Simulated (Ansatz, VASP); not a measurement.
## Two plane-wave programs on Cu

INCAR

```
ALGO = Fast ; EDIFF = 1E-6
ENCUT = 520 ; GGA = PE
ISIF = 2 ; ISMEAR = 0
LASPH = True ; LCHARG = True
LDAU = True ; LDAUJ = 0.33
LDAUL = 2 ; LDAUPRINT = 1
LDAUTYPE = 1 ; LDAUU = 4.5
LELF = True ; LMAXMIX = 4
LREAL = False ; LVHAR = True
LWAVE = False ; NBANDS = 18
NELM = 150 ; PREC = Accurate
SIGMA = 0.1
```

Contents of KPOINTS:

```
k-points
0
Gamma
  6 6 4
```

The input POSCAR:

```
Cu
1.0
    2.5340966698      0.0000000000      0.0000000000
   -1.2670483349      2.1945920917      0.0000000000
    0.0000000000      0.0000000000      4.1125710000
Cu
2
Direct
    0.3333333333      0.6666666667      0.2500000000
    0.6666666667      0.3333333333      0.7500000000
```

Input for Ansatz:

```yaml
crystal:
  lattice:
    - [2.5340966698, 0.0, 0.0]
    - [-1.2670483349, 2.1945920917, 0.0]
    - [0.0, 0.0, 4.112571]
  atoms:
    - { symbol: Cu, position: [0.3333333333, 0.6666666667, 0.25] }
    - { symbol: Cu, position: [0.6666666667, 0.3333333333, 0.75] }
basis:
  ecutwfc: 420
  ecutrho_ratio: 5
kpoints:
  mp_grid: { grid: [6, 6, 4] }
hamiltonian:
  xc: pbe
  hubbard:
    sites: [{ species: Cu, l: d, u: 4.5, j: 0.33 }]
    projectors: atomic
scf:
  occupations: { method: gaussian, width: 0.1 }
output:
  forces: true
  stress: true
  eigenvalues: true
```

Alike in both runs: task single point; functional PBE; k mesh 6 × 6 × 4; occupations gaussian, width 0.1 eV; no spin polarisation; Hubbard terms Cu d U = 4.5 eV, J = 0.33 eV.

```csv
,VASP,Ansatz
version,VASP 6.6.1,Ansatz 0.2.0
potentials or method,"VASP PAW PBE potentials, release 64 (Cu)","scalar-relativistic, plane waves, PAW"
plane-wave cutoff (eV),520,420
valence electrons in the cell,22,38
```

VASP gave:

| Quantity | Value |
| --- | --- |
| gap on the k mesh at the Fermi level (eV) | none |
| pressure (GPa) | 6.6 |
| largest component of the traceless stress (GPa) | 1.78 |

**Question.** Estimate Ansatz's values.

**Answer.** gap on the k mesh at the Fermi level (eV): none; pressure (GPa): 10.6; largest component of the traceless stress (GPa): 1.52.

The programs project onto different local orbitals, so the same U acts differently. A gap of «none» marks a metal or a gap that the smearing closes. The two sets of potentials don't hold the same shells in valence. Ansatz warned: «filled_band_counts_differ_across_k_points».

Caveats: the k mesh is coarse (spacing up to 0.48 Å⁻¹), so the values aren't converged; U without spin polarisation on a metal has little footing; the U is typed as a test and isn't derived for this compound.
